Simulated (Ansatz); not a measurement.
# CdS: energy against volume and a worked fit

```
Cd S
1.0
     0.00000    2.91650    2.91650
     2.91650    0.00000    2.91650
     2.91650    2.91650    0.00000
Cd S
1 1
Direct
  0.00000 0.00000 0.00000
  0.75000 0.75000 0.75000
```

The cell was scaled at fixed shape and fractions and run with Ansatz, Ansatz PAW, cutoff 420 eV; BLYP+D4, k mesh 8 × 8 × 8 on the cell of 2 atoms, fermi-dirac occupations of 0.05 eV, no spin polarisation, no spin-orbit coupling. The potentials were made for PBE. Energies are those that the program minimises, any entropy of the smearing included.

```csv
V (Å³/atom),energy over the lowest row (meV/atom)
23.3192,39.00
23.8154,?
24.3115,10.62
24.8077,3.33
25.3038,0.00
25.8000,0.23
26.2961,3.64
```

Task: Fit the third-order Birch-Murnaghan form, give V0, B0 and B′, and predict the energy left open.

Result: With y = (V0/V)^(2/3), E = E0 + (9 V0 B0/16) [(y - 1)³ B′ + (y - 1)² (6 - 4y)]. Least squares through the rows shown give V0 = 25.5163 Å³/atom, E0 = -0.31 meV, B0 = 56.25 GPa (1 eV/Å³ = 160.218 GPa) and B′ = 4.62, with a largest miss of 0.01 meV. At V = 23.8154 the form with these constants gives 22.34 meV; the run gave 22.34 meV an atom.
